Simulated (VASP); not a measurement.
Wanted: the native input for a VASP 6.6.1 run.

```yaml
Task: relaxation of cell and atoms
Functional: LDA
Potentials_or_basis: VASP PAW LDA potentials, release 64 (Hf_pv)
Cutoff: 600 eV
k_mesh: 10 × 10 × 10
Occupations: fermi-dirac, width 0.05 eV
Spin: no spin polarisation
Target_pressure: 30 GPa
Further_INCAR_settings: ALGO = Fast; EDIFF = 1e-07; IBRION = 2; EDIFFG = -0.01; NSW = 40; ISIF = 3
Target_pressure: 30 GPa
```

The structure of Hf lies in POSCAR:

```
Hf
1.0
    0.0000000000      2.2200000000      2.2200000000
    2.2200000000      0.0000000000      2.2200000000
    2.2200000000      2.2200000000      0.0000000000
Hf
1
Direct
    0.0000000000      0.0000000000      0.0000000000
```

This isn't the form of Hf at room conditions, which is hcp.

The input as run:

INCAR

```
SYSTEM = Hf
ALGO = Fast
EDIFF = 1E-7
EDIFFG = -0.01
ENCUT = 600
GGA = CA
IBRION = 2
ISIF = 3
ISMEAR = -1
LASPH = .True.
LCHARG = .False.
LREAL = .False.
LWAVE = .False.
NELM = 80
NSW = 40
PREC = Accurate
PSTRESS = 300
SIGMA = 0.05
```

KPOINTS

```
k-points
0
Gamma
  10 10 10
  0 0 0
```

Potentials or basis: VASP PAW LDA potentials, release 64 (Hf_pv).

Launch:

```sh
$ cat potpaw_LDA.64/Hf_pv/POTCAR > POTCAR
$ mpirun -np 1 vasp_std > vasp.out
```

Results of the run:

| Property | Result |
| --- | --- |
| Relaxed volume | 17.22 Å³/atom |
| Relaxed cell | a = 2.898 Å, b = 2.898 Å, c = 2.898 Å, α = 60.00°, β = 60.00°, γ = 60.00° |
| Space group after relaxing (to 0.05 Å) | Fm-3m (No. 225) |
| Energy change on relaxing (the enthalpy is what falls) | +272.2 meV/atom |
| Ionic steps | 5 |
| Pressure after relaxing | 30.1 GPa |
| Band gap on the k mesh | none (metal or under the smearing width) |

Caveat: the cell is relaxed towards a set pressure, so the enthalpy falls and the energy may rise; the volume moved by over 15 % at a fixed basis, so the end points are rough.

Wall time 110 s on 1 thread of AMD EPYC 7R43 64-Core Processor (Zen 3), on a shared host, peak memory 0.15 GiB.
